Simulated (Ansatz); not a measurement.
# Y on Nb(100): change of the work function, part 3 of 5

Aim: the work function of Nb(100) at several coverages of Y (top site), and the dipole that each adsorbate carries.

Ansatz 0.2.0; plane-wave DFT, PBE, Ansatz PAW.

So far, work function, upper face (eV): step 2 (the clean slab) 3.60; step 3 (21 atoms, coverage 0.25 ML, cell 2x2) 2.96.

### Step 4. The covered slab, coverage 0.5 ML

System of this step: YNb10 (Y/Nb(100)). The cell holds 22 atoms: 20 Nb and 2 Y. Cell: a = 6.600 Å, b = 6.600 Å, c = 28.154 Å, α = 90.0°, β = 90.0°, γ = 90.0°. Vacuum lies along c.

Another coverage, to see how the dipoles act on each other as their distance changes.

File input.yaml:

```yaml
crystal:
  lattice:
    - [6.6, 0.0, 0.0]
    - [0.0, 6.6, 0.0]
    - [0.0, 0.0, 28.1541946091]
  atoms:
    - { symbol: Nb, position: [0.0, 0.0, 0.3196681747] }
    - { symbol: Nb, position: [0.25, 0.25, 0.3782740068] }
    - { symbol: Nb, position: [0.0, 0.0, 0.4368596788] }
    - { symbol: Nb, position: [0.25, 0.25, 0.4970622849] }
    - { symbol: Nb, position: [0.0, 0.0, 0.5483088692] }
    - { symbol: Nb, position: [0.0, 0.5, 0.3196681747] }
    - { symbol: Nb, position: [0.25, 0.75, 0.3782740068] }
    - { symbol: Nb, position: [0.0, 0.5, 0.4368596788] }
    - { symbol: Nb, position: [0.25, 0.75, 0.4970622849] }
    - { symbol: Nb, position: [0.0, 0.5, 0.5483088692] }
    - { symbol: Nb, position: [0.5, 0.0, 0.3196681747] }
    - { symbol: Nb, position: [0.75, 0.25, 0.3782740068] }
    - { symbol: Nb, position: [0.5, 0.0, 0.4368596788] }
    - { symbol: Nb, position: [0.75, 0.25, 0.4970622849] }
    - { symbol: Nb, position: [0.5, 0.0, 0.5483088692] }
    - { symbol: Nb, position: [0.5, 0.5, 0.3196681747] }
    - { symbol: Nb, position: [0.75, 0.75, 0.3782740068] }
    - { symbol: Nb, position: [0.5, 0.5, 0.4368596788] }
    - { symbol: Nb, position: [0.75, 0.75, 0.4970622849] }
    - { symbol: Nb, position: [0.5, 0.5, 0.5483088692] }
    - { symbol: "Y", position: [0.0, 0.0, 0.6803318253] }
    - { symbol: "Y", position: [0.5, 0.5, 0.6803318253] }
kpoints:
  mp_grid: { grid: [5, 5, 1] }
hamiltonian:
  xc: pbe
scf:
  occupations: { method: fermi_dirac, width: 0.1 }
  convergence: { dr2_threshold: 1.0e-08 }
efield:
  axis: 3
  dipole_correction: true
  ramp_position: 0.97
  ramp_width: 0.06
relax:
  f_tol: 0.02
  max_steps: 60
  constraints: [{ sites: [0, 1, 5, 6, 10, 11, 15, 16] }]
output:
  bader: true
  dos: { projected: true, e_range: [-8, 4] }
  write_potential: true
  write_density: true
  volumetric_format: npy
```

The run is started by

```bash
> ansatz run input.yaml --threads 4 --pin off --max-ram 12288MiB --backend cpu --events-out ev --progress --plain --runs-dir out
```

Numbers of over 12 decimals in the logs are rounded to 6 here.

Output:

```text
[...]
Crystal: 22 atoms, lattice volume = 1226.397 Å³
Basis set: ecut = 420 eV, 23951 PW (Γ), exchange–correlation on 90×90×384 points (8 copies of the dense FFT grid, shifted against one another)
Bands: 170, of which v1, the nominal top of the filled ones, is band 141 counted from 1 (140 counted from 0)
Symmetry: 16 space group operations
[...]
k-points: 6 of 25
[...]
SCF iter   1: F=—  HF=-98726.393908 eV  |F-HF|=—  |Δ(HF+E_count)|=         —  Δρ=8.48e-3  dr2=2.46e1  ethr=1.77e-3  p=0.115 e·Å  D=1.69e-2 V/Å  ΔV_dip=-0.48 eV  dr2_dipole=2.33e0  V_vac-E_F(+/−)=3.49/3.97 eV  ⟨swp⟩=11.2  Hψ=5133  notcnv=0
[...]
SCF iter  10: F=-98725.877073 eV  HF=-98725.877073 eV  |F-HF|=2.02e-9  |Δ(HF+E_count)|=   3.46e-8  Δρ=3.63e-7  dr2=4.07e-9  ethr=3.55e-12  p=0.135 e·Å  D=1.99e-2 V/Å  ΔV_dip=-0.56 eV  dr2_dipole=6.49e-12  V_vac-E_F(+/−)=3.15/3.71 eV  ⟨swp⟩=10.2  Hψ=7955  notcnv=0
SCF 1 converged in 10 iterations: F = -98725.877073 eV  dr2 = 4.07e-9
[...]
relax step   1: F+E_penalty+E_count = -98725.87707290 eV  Δ(F+E_penalty+E_count) = +0.000e0 eV  max|allowed force component| = 9.210e-1 eV/Å  Δτ_max = 0.0000 Å  (10 SCF iters, accepted)
[...]
SCF iter  10: F=-98726.273468 eV  HF=-98726.273468 eV  |F-HF|=1.44e-9  |Δ(HF+E_count)|=   2.10e-8  Δρ=4.06e-7  dr2=5.34e-9  ethr=1.66e-12  p=0.140 e·Å  D=2.06e-2 V/Å  ΔV_dip=-0.58 eV  dr2_dipole=4.24e-11  V_vac-E_F(+/−)=3.13/3.71 eV  ⟨swp⟩=14.2  Hψ=7607  notcnv=0
SCF 2 converged in 10 iterations: F = -98726.273468 eV  dr2 = 5.34e-9
relax step   2: F+E_penalty+E_count = -98726.27346796 eV  Δ(F+E_penalty+E_count) = -3.964e-1 eV  max|allowed force component| = 1.053e0 eV/Å  Δτ_max = 0.1922 Å  (10 SCF iters, accepted)
SCF iter   1: F=—  HF=-98726.857272 eV  |F-HF|=—  |Δ(HF+E_count)|=         —  Δρ=5.04e-3  dr2=3.70e0  ethr=2.91e-3  p=0.140 e·Å  D=2.06e-2 V/Å  ΔV_dip=-0.58 eV  dr2_dipole=7.50e-1  V_vac-E_F(+/−)=3.15/3.73 eV  ⟨swp⟩=4.3  Hψ=1986  notcnv=0
[...]
SCF iter  10: F=-98726.762845 eV  HF=-98726.762845 eV  |F-HF|=2.91e-9  |Δ(HF+E_count)|=   2.78e-8  Δρ=4.41e-7  dr2=6.54e-9  ethr=3.55e-12  p=0.142 e·Å  D=2.09e-2 V/Å  ΔV_dip=-0.59 eV  dr2_dipole=8.77e-10  V_vac-E_F(+/−)=3.12/3.71 eV  ⟨swp⟩=9.7  Hψ=7842  notcnv=0
SCF 3 converged in 10 iterations: F = -98726.762845 eV  dr2 = 6.54e-9
relax step   3: F+E_penalty+E_count = -98726.76284492 eV  Δ(F+E_penalty+E_count) = -4.894e-1 eV  max|allowed force component| = 1.025e0 eV/Å  Δτ_max = 0.1950 Å  (10 SCF iters, accepted)
[...]
relax step   4: F+E_penalty+E_count = -98727.17140461 eV  Δ(F+E_penalty+E_count) = -4.086e-1 eV  max|allowed force component| = 9.452e-1 eV/Å  Δτ_max = 0.1950 Å  (11 SCF iters, accepted)
[...]
relax step   5: F+E_penalty+E_count = -98727.54191207 eV  Δ(F+E_penalty+E_count) = -3.705e-1 eV  max|allowed force component| = 8.234e-1 eV/Å  Δτ_max = 0.1950 Å  (10 SCF iters, accepted)
[...]
relax step   6: F+E_penalty+E_count = -98727.84083111 eV  Δ(F+E_penalty+E_count) = -2.989e-1 eV  max|allowed force component| = 5.375e-1 eV/Å  Δτ_max = 0.1910 Å  (10 SCF iters, accepted)
[...]
relax step   7: F+E_penalty+E_count = -98728.00058847 eV  Δ(F+E_penalty+E_count) = -1.598e-1 eV  max|allowed force component| = 3.144e-1 eV/Å  Δτ_max = 0.2000 Å  (10 SCF iters, accepted)
[...]
relax step   8: F+E_penalty+E_count = -98728.02009004 eV  Δ(F+E_penalty+E_count) = -1.950e-2 eV  max|allowed force component| = 1.078e-1 eV/Å  Δτ_max = 0.0417 Å  (8 SCF iters, accepted)
[...]
relax step   9: F+E_penalty+E_count = -98728.02429124 eV  Δ(F+E_penalty+E_count) = -4.201e-3 eV  max|allowed force component| = 2.815e-2 eV/Å  Δτ_max = 0.0333 Å  (8 SCF iters, accepted)
SCF iter   1: F=—  HF=-98728.024548 eV  |F-HF|=—  |Δ(HF+E_count)|=         —  Δρ=2.68e-4  dr2=3.91e-3  ethr=7.79e-6  p=0.156 e·Å  D=2.29e-2 V/Å  ΔV_dip=-0.65 eV  dr2_dipole=2.47e-5  V_vac-E_F(+/−)=3.05/3.70 eV  ⟨swp⟩=2.0  Hψ=1496  notcnv=0
[...]
SCF iter   6: F=-98728.024581 eV  HF=-98728.024581 eV  |F-HF|=1.98e-9  |Δ(HF+E_count)|=   5.29e-8  Δρ=5.50e-7  dr2=7.88e-9  ethr=3.55e-12  p=0.156 e·Å  D=2.29e-2 V/Å  ΔV_dip=-0.65 eV  dr2_dipole=1.10e-9  V_vac-E_F(+/−)=3.05/3.70 eV  ⟨swp⟩=10.2  Hψ=7273  notcnv=0
SCF 10 converged in 6 iterations: F = -98728.024581 eV  dr2 = 7.88e-9
relax step  10: F+E_penalty+E_count = -98728.02458121 eV  Δ(F+E_penalty+E_count) = -2.900e-4 eV  max|allowed force component| = 1.254e-3 eV/Å  Δτ_max = 0.0054 Å  (6 SCF iters, accepted)
[...]
SCF converged after 6 iterations
Free energy (F): -98728.024581 eV
[...]
Internal energy: -98727.069709 eV  (E = F + TS)
E sigma→0 (E₀):  -98727.547145 eV
Entropy (-TS):   -0.954873 eV (-43.403 meV/atom)
Fermi energy:    3.738563 eV
Dipole field:    D = 0.022962 V/Å  (p = 0.155623 e·Å, saw-weighted, corrected)
Work function:   Φ+ = 3.0535 eV   Φ− = 3.7000 eV
[...]
--- Forces (eV/Å), atoms counted from 1 ---
  atom   1  Nb    -0.00000000    -0.00000000     1.24526759
  atom   2  Nb     0.00000000     0.00000000    -1.20368616
  atom   3  Nb     0.00000000    -0.00000000     0.00113045
  atom   4  Nb    -0.00000000    -0.00000000     0.00004527
  atom   5  Nb    -0.00000000     0.00000000    -0.00096839
  atom   6  Nb     0.00000000    -0.00000000     1.16042739
  atom   7  Nb     0.00000000    -0.00000000    -1.20368616
  atom   8  Nb    -0.00000000    -0.00000000     0.00125428
  atom   9  Nb    -0.00000000     0.00000000     0.00004527
  atom  10  Nb     0.00000000     0.00000000     0.00021870
  atom  11  Nb     0.00000000    -0.00000000     1.16042739
  atom  12  Nb     0.00000000    -0.00000000    -1.20368616
  atom  13  Nb    -0.00000000    -0.00000000     0.00125428
  atom  14  Nb    -0.00000000     0.00000000     0.00004527
  atom  15  Nb     0.00000000    -0.00000000     0.00021870
  atom  16  Nb    -0.00000000    -0.00000000     1.24526759
  atom  17  Nb     0.00000000     0.00000000    -1.20368616
  atom  18  Nb     0.00000000    -0.00000000     0.00113045
  atom  19  Nb    -0.00000000    -0.00000000     0.00004527
  atom  20  Nb    -0.00000000    -0.00000000    -0.00096839
  atom  21  Y      0.00000000    -0.00000000    -0.00004382
  atom  22  Y      0.00000000    -0.00000000    -0.00004382
  max |Σ_I F_I| component: 8.83e-6 eV/Å
--- Band table (eV; the first three rows and the last of 6) ---
  k-point 0: bands = [... 137 lower, 3.9031, 3.9031, 3.9674, 3.9674, 4.0166, 4.0436, 4.0501, 4.0501, ... 25 higher]
  k-point 1: bands = [... 137 lower, 3.6692, 3.6951, 3.8096, 3.9274, 3.9580, 4.0971, 4.1075, 4.1087, ... 25 higher]
  k-point 2: bands = [... 137 lower, 3.5383, 3.5472, 3.7474, 3.7585, 3.8154, 3.8643, 3.8644, 3.8689, ... 25 higher]
  k-point 5: bands = [... 137 lower, 3.0972, 3.1420, 3.2281, 3.2884, 3.3811, 3.5286, 3.6436, 3.8829, ... 25 higher]
--- Relaxed structure (10 steps of the walk, 10 accepted, 0 SCFs on fresh bases) ---
  F+E_penalty+E_count = -98728.02458121 eV   max|allowed force component| = 1.254e-3 eV/Å
  atoms:
    - { symbol: Nb, position: [0.0, 0.0, 0.3196681747] }
    - { symbol: Nb, position: [0.25, 0.25, 0.3782740068] }
    - { symbol: Nb, position: [0, 0, 0.436849] }
    - { symbol: Nb, position: [0.25, 0.25, 0.496477] }
    - { symbol: Nb, position: [0, 0, 0.543874] }
    - { symbol: Nb, position: [0.0, 0.5, 0.3196681747] }
    - { symbol: Nb, position: [0.25, 0.750000, 0.3782740068] }
    - { symbol: Nb, position: [0, 0.5, 0.436850] }
    - { symbol: Nb, position: [0.25, 0.750000, 0.496477] }
    - { symbol: Nb, position: [0, 0.5, 0.556150] }
    - { symbol: Nb, position: [0.5, 0.0, 0.3196681747] }
    - { symbol: Nb, position: [0.750000, 0.25, 0.3782740068] }
    - { symbol: Nb, position: [0.5, 0, 0.436850] }
    - { symbol: Nb, position: [0.750000, 0.25, 0.496477] }
    - { symbol: Nb, position: [0.5, 0, 0.556150] }
    - { symbol: Nb, position: [0.5, 0.5, 0.3196681747] }
    - { symbol: Nb, position: [0.750000, 0.750000, 0.3782740068] }
    - { symbol: Nb, position: [0.5, 0.5, 0.436849] }
    - { symbol: Nb, position: [0.750000, 0.750000, 0.496477] }
    - { symbol: Nb, position: [0.5, 0.5, 0.543874] }
    - { symbol: Y, position: [0, 0, 0.636371] }
    - { symbol: Y, position: [0.5, 0.5, 0.636371] }
--- Bader charges: 22 sites ---
  site symbol  charge [e]  shift [e]
     0     Nb     -0.0900     0.0000
     1     Nb      0.0501     0.0000
     2     Nb      0.1308     0.0000
     3     Nb      0.0121     0.0000
     4     Nb     -0.5804     0.0000
     5     Nb     -0.0869     0.0000
     6     Nb      0.0501     0.0000
     7     Nb      0.0909     0.0000
     8     Nb      0.0121     0.0000
     9     Nb     -0.0850     0.0000
    10     Nb     -0.0869     0.0000
    11     Nb      0.0501     0.0000
    12     Nb      0.0909     0.0000
    13     Nb      0.0121     0.0000
    14     Nb     -0.0850     0.0000
    15     Nb     -0.0901     0.0000
    16     Nb      0.0501     0.0000
    17     Nb      0.1307     0.0000
    18     Nb      0.0120     0.0000
    19     Nb     -0.5803     0.0000
    20      Y      0.4962     0.0000
    21      Y      0.4962     0.0000
  estimated error of the sums over rays = 7.2e-4 e
```

Wall time 4.6 min (4 threads of Intel Xeon Gold 6455B (Sapphire Rapids), shared host); peak memory 4.5 GiB.

The steps of the relaxation:

```csv
step,energy less that of the first step (eV),largest force component (eV/Å)
1,0.0000,0.9210
2,-0.3964,1.0527
3,-0.8858,1.0249
4,-1.2943,0.9452
5,-1.6648,0.8234
6,-1.9638,0.5375
7,-2.1235,0.3144
8,-2.1430,0.1078
9,-2.1472,0.0282
10,-2.1475,0.0013
```

Forces are held to the 16 operations that the run works with; a distortion that breaks them can't arise in this run.

The atoms that moved most (Å):

```csv
atom,dx,dy,dz,length
Y21,0.000,0.000,-1.238,1.238
Y22,0.000,0.000,-1.238,1.238
Nb15,0.000,0.000,0.221,0.221
Nb10,0.000,0.000,0.221,0.221
Nb5,0.000,0.000,-0.125,0.125
Nb20,0.000,0.000,-0.125,0.125
Nb9,0.000,0.000,-0.016,0.016
Nb4,0.000,0.000,-0.016,0.016
```

Final coordinates:

```
Nb Y
1.0
     6.60000    0.00000    0.00000
     0.00000    6.60000    0.00000
     0.00000    0.00000   28.15419
Nb Y
20 2
Direct
  0.00000 0.00000 0.31967
  0.25000 0.25000 0.37827
  0.00000 0.00000 0.43685
  0.25000 0.25000 0.49648
  0.00000 0.00000 0.54387
  0.00000 0.50000 0.31967
  0.25000 0.75000 0.37827
  0.00000 0.50000 0.43685
  0.25000 0.75000 0.49648
  0.00000 0.50000 0.55615
  0.50000 0.00000 0.31967
  0.75000 0.25000 0.37827
  0.50000 0.00000 0.43685
  0.75000 0.25000 0.49648
  0.50000 0.00000 0.55615
  0.50000 0.50000 0.31967
  0.75000 0.75000 0.37827
  0.50000 0.50000 0.43685
  0.75000 0.75000 0.49648
  0.50000 0.50000 0.54387
  0.00000 0.00000 0.63637
  0.50000 0.50000 0.63637
```

Numbers from this step:

| Property | Result |
| --- | --- |
| energy at zero smearing | -98727.5471 eV |
| work function, upper face | 3.054 eV |
| work function, lower face | 3.700 eV |
| dipole along the normal | 0.1556 e·Å |
| step between the vacuum levels | -0.6465 eV |

Running mean over 1.65 Å of the planar mean; the ramp of the sawtooth is left out. The electron's electrostatic potential energy less the Fermi level by z:

```csv
z (Å),electron's electrostatic potential energy less the Fermi level (eV)
3.5,3.70
4.0,3.70
4.5,3.69
5.0,3.69
5.5,3.66
6.0,3.59
6.5,3.38
7.0,2.81
7.5,1.19
8.0,-2.86
8.5,-7.90
9.0,-10.6
9.5,-11.1
10.0,-11.0
10.5,-11.0
11.0,-11.0
11.5,-11.1
12.0,-11.1
12.5,-11.0
13.0,-10.8
13.5,-11.0
14.0,-11.7
14.5,-12.4
15.0,-12.1
15.5,-10.5
16.0,-7.41
16.5,-3.52
17.0,-2.13
17.5,-3.33
18.0,-4.08
18.5,-2.79
19.0,-0.375
19.5,1.59
20.0,2.45
20.5,2.81
21.0,2.96
21.5,3.02
22.0,3.04
22.5,3.05
23.0,3.05
23.5,3.05
24.0,3.05
24.5,3.05
25.0,3.05
```

The density of states has structure finer than the step of the table below, so its rows give means over 0.25 eV, whole bins alone (the curve runs from -8 to 1.68 eV). Peaks (eV: height): -2.200: 58.2, -2.020: 51.1, -1.620: 63.5, -1.440: 139, -1.170: 57.3, 0.120: 47.9, 0.270: 51.8.

Density of states against energy, zero at the Fermi level; means over each step:

```csv
energy (eV),density of states (states/eV a cell)
-5.75,0
-5.50,0.625
-5.25,1.40
-5.00,1.43
-4.75,2.44
-4.50,1.13
-4.25,2.36
-4.00,4.58
-3.75,6.18
-3.50,14.1
-3.25,19.5
-3.00,27.0
-2.75,26.8
-2.50,20.5
-2.25,29.3
-2.00,25.8
-1.75,24.4
-1.50,47.8
-1.25,36.7
-1.00,28.2
-0.75,25.6
-0.50,35.0
-0.25,31.7
0.00,24.2
0.25,40.5
0.50,37.7
0.75,30.0
1.00,22.7
1.25,15.9
1.50,26.4
```

Projected DOS per atom over height of the atomic layer and energy from the Fermi level. Layers: Nb4 Nb4 Nb4 Nb4 Nb4 Y2 from below.

Ten even steps from '_' (0.00 states/eV) to '@' (3.91 states/eV), each cell a mean:
```
==..::..::==
::......::**
**......--@@
**::..::==**
==::::--====
==::--::--::
==--==--==::
--==--====::
--==::==--..
----::::::__
::--==----..
..::--::..__
____________
____________
____________
____________
____________
____________
____________
____________
____________
____________
```
Columns: height of the atomic layer (Å) from 9 to 17.9 (not evenly spaced); rows upwards: energy from the Fermi level (eV) from -7.96 to 1.65.

The relaxation took 10 steps and lowered the energy by 2.1 eV; the largest force on the free atoms ends at 0.0013 eV/Å.

The covered face has 3.05 eV, -0.54 eV against the clean one; the bare back face has moved by -0.03 eV, a measure of how thin the slab is.

### Step 5. Work function against coverage

This step: plane-wave DFT, PBE, Ansatz PAW; work function against coverage (Ansatz 0.2.0).

The runs are now put side by side.

Numbers from this step:

```
work function of the clean face     : 3.596 eV
largest change of the work function : -0.6385 eV
```

The work function of the covered face by coverage:

```csv
coverage (adsorbates/nm²),work function of the covered face (eV)
0.00,3.60
2.30,2.96
4.59,3.05
```

The dipole per adsorbate comes from the change of the cell's dipole. Coverage, by row:

```csv
coverage (1/nm²),coverage (ML),work function (eV),change (eV),"dipole per adsorbate, positive end outwards (debye)",mean height of the added atoms over the highest substrate atom (Å)
2.296,0.25,2.957,-0.6385,0.722,2.399
4.591,0.5,3.054,-0.5423,0.298,2.259
```

### Step 6. The slab at 0.25 ML, atoms frozen

This step: plane-wave DFT, PBE, Ansatz PAW (Ansatz 0.2.0).

System of this step: YNb20 (Y/Nb(100)). The cell holds 21 atoms: 20 Nb and 1 Y. Cell: a = 6.600 Å, b = 6.600 Å, c = 28.154 Å, α = 90.0°, β = 90.0°, γ = 90.0°. Vacuum lies along c.

To see where the charge goes, the covered slab, the bare substrate and the adsorbate layer are each run at the same frozen positions and on the same grid.

File input.yaml:

```yaml
crystal:
  lattice:
    - [6.6, 0.0, 0.0]
    - [0.0, 6.6, 0.0]
    - [0.0, 0.0, 28.1541946091]
  atoms:
    - { symbol: Nb, position: [0.0, 0.0, 0.3196681747] }
    - { symbol: Nb, position: [0.25, 0.25, 0.3782740068] }
    - { symbol: Nb, position: [0.0, 0.0, 0.4360180924] }
    - { symbol: Nb, position: [0.2528663651, 0.2528663651, 0.4967805638] }
    - { symbol: Nb, position: [0.0, 0.0, 0.5446682506] }
    - { symbol: Nb, position: [0.0, 0.5, 0.3196681747] }
    - { symbol: Nb, position: [0.25, 0.75, 0.3782740068] }
    - { symbol: Nb, position: [0.0, 0.5, 0.4370378467] }
    - { symbol: Nb, position: [0.2528663651, 0.7471336349, 0.4967805638] }
    - { symbol: Nb, position: [0.0, 0.5, 0.5515773249] }
    - { symbol: Nb, position: [0.5, 0.0, 0.3196681747] }
    - { symbol: Nb, position: [0.75, 0.25, 0.3782740068] }
    - { symbol: Nb, position: [0.5, 0.0, 0.4370378467] }
    - { symbol: Nb, position: [0.7471336349, 0.2528663651, 0.4967805638] }
    - { symbol: Nb, position: [0.5, 0.0, 0.5515773249] }
    - { symbol: Nb, position: [0.5, 0.5, 0.3196681747] }
    - { symbol: Nb, position: [0.75, 0.75, 0.3782740068] }
    - { symbol: Nb, position: [0.5, 0.5, 0.4376719888] }
    - { symbol: Nb, position: [0.7471336349, 0.7471336349, 0.4967805638] }
    - { symbol: Nb, position: [0.5, 0.5, 0.5484193033] }
    - { symbol: "Y", position: [0.0, 0.0, 0.6367808293] }
kpoints:
  mp_grid: { grid: [5, 5, 1] }
hamiltonian:
  xc: pbe
scf:
  occupations: { method: fermi_dirac, width: 0.1 }
  convergence: { dr2_threshold: 1.0e-08 }
efield:
  axis: 3
  dipole_correction: true
  ramp_position: 0.97
  ramp_width: 0.06
output:
  write_potential: true
  write_density: true
  volumetric_format: npy
```

Output:

```text
[...]
Crystal: 21 atoms, lattice volume = 1226.397 Å³
Basis set: ecut = 420 eV, 23951 PW (Γ)
Bands: 163, of which v1, the nominal top of the filled ones, is band 136 counted from 1 (135 counted from 0)
Symmetry: 8 space group operations
[...]
k-points: 6 of 25
[...]
SCF iter   1: F=—  HF=-94880.421717 eV  |F-HF|=—  |Δ(HF+E_count)|=         —  Δρ=7.84e-3  dr2=1.46e1  ethr=1.77e-3  p=0.230 e·Å  D=3.39e-2 V/Å  ΔV_dip=-0.96 eV  dr2_dipole=2.81e0  V_vac-E_F(+/−)=3.09/4.05 eV  ⟨swp⟩=12.2  Hψ=4861  notcnv=0
[...]
SCF iter  10: F=-94880.086460 eV  HF=-94880.086460 eV  |F-HF|=3.06e-10  |Δ(HF+E_count)|=   1.25e-8  Δρ=4.40e-7  dr2=5.14e-9  ethr=3.69e-12  p=0.182 e·Å  D=2.69e-2 V/Å  ΔV_dip=-0.76 eV  dr2_dipole=8.97e-11  V_vac-E_F(+/−)=2.96/3.71 eV  ⟨swp⟩=20.8  Hψ=3060  notcnv=0
SCF 1 converged in 10 iterations: F = -94880.086460 eV  dr2 = 5.14e-9
[...]
SCF converged after 10 iterations
Free energy (F): -94880.086460 eV
[...]
Internal energy: -94879.153433 eV  (E = F + TS)
E sigma→0 (E₀):  -94879.619947 eV
Entropy (-TS):   -0.933027 eV (-44.430 meV/atom)
Fermi energy:    3.408033 eV
Dipole field:    D = 0.026860 V/Å  (p = 0.182045 e·Å, saw-weighted, corrected)
Work function:   Φ+ = 2.9574 eV   Φ− = 3.7136 eV
[...]
--- Band table (eV; the first three rows and the last of 6) ---
  k-point 0: bands = [... 132 lower, 3.5065, 3.5929, 3.5929, 3.7045, 3.7443, 3.7443, 3.8095, 3.8095, ... 23 higher]
  k-point 1: bands = [... 132 lower, 3.3509, 3.3805, 3.4556, 3.4868, 3.7510, 3.7967, 3.8343, 3.9250, ... 23 higher]
  k-point 2: bands = [... 132 lower, 3.3280, 3.3640, 3.3983, 3.4181, 3.5039, 3.5076, 3.5943, 3.6198, ... 23 higher]
  k-point 5: bands = [... 132 lower, 2.8115, 2.8711, 2.8773, 3.1410, 3.2251, 3.3020, 3.3668, 3.6387, ... 23 higher]
```

Run time: 31 s. Hardware: 4 threads; peak memory 4.1 GiB.

Numbers from this step:

```yaml
energy_at_zero_smearing: -94879.6199 eV
work_function_upper_face: 2.957 eV
work_function_lower_face: 3.714 eV
dipole_along_the_normal: 0.1820 e·Å
step_between_the_vacuum_levels: -0.7562 eV
```

The work function of the upper face is 2.96 eV.

(Part 3 of 5 ends here.)

[Logs are printed without paths, hosts, clocks, repeated set-up lines and the standing remarks that a program may print on its own settings, such as how far it seeks lower states.]

[Hosts, paths, dates, database ids (printed as entryN), source tags and the programs' standing remarks are cut or masked in the printed files.]

[Maps of the electrostatic potential energy from Ansatz leave out the sawtooth potential of an applied field or a dipole correction, so their vacuum need not be flat; planar profiles and work functions include it.]

[The density of states shown here was stored with 400 of the rows of the run's finer table, so its peaks can read low, often by over a quarter, or be missed, and its means over a window can be off by a tenth or more.]
